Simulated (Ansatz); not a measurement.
The system is SrVO3.

```xyz
5
Lattice="3.8409 0.0000 0.0000 0.0000 3.8409 0.0000 0.0000 0.0000 3.8409" Properties=species:S:1:pos:R:3 pbc="T T T"
Sr    1.9204    1.9204    1.9204
V     0.0000    0.0000    0.0000
O     0.0000    0.0000    1.9204
O     0.0000    1.9204    0.0000
O     1.9204    0.0000    0.0000
```

Base run:

```yaml
Program: Ansatz 0.2.0
Functional: PBE
Potentials_or_basis: Ansatz PAW
Cutoff: "420 eV (not typed: the program's choice for these potentials)"
k_mesh: 7 × 7 × 7
Occupations: gaussian, width 0.012 eV
Spin: collinear spin, ferromagnetic start
Starting_moments: "[0.0, 2.0, 0.0, 0.0, 0.0] μB"
```

Its results: band gap on the k mesh none (metal or under the smearing width); pressure 2.4 GPa; net moment 0.10 μB per cell.

**Question.** The run is repeated on the same cell with these changes: functional from PBE to BLYP; occupations from gaussian, width 0.012 eV to fermi-dirac, width 0.05 eV. What comes out?

**Answer.** Band gap on the k mesh none (metal or under the smearing width); pressure 8.4 GPa; net moment 0.00 μB per cell.

Caveats: semilocal functionals often make such compounds metallic where correlation or magnetic order opens a gap, which also shifts bond lengths; the starting moments weren't kept; the PAW data sets come from PBE, with cores solved anew for the run's functional, which leaves a small shift of forces and pressure (some runs).
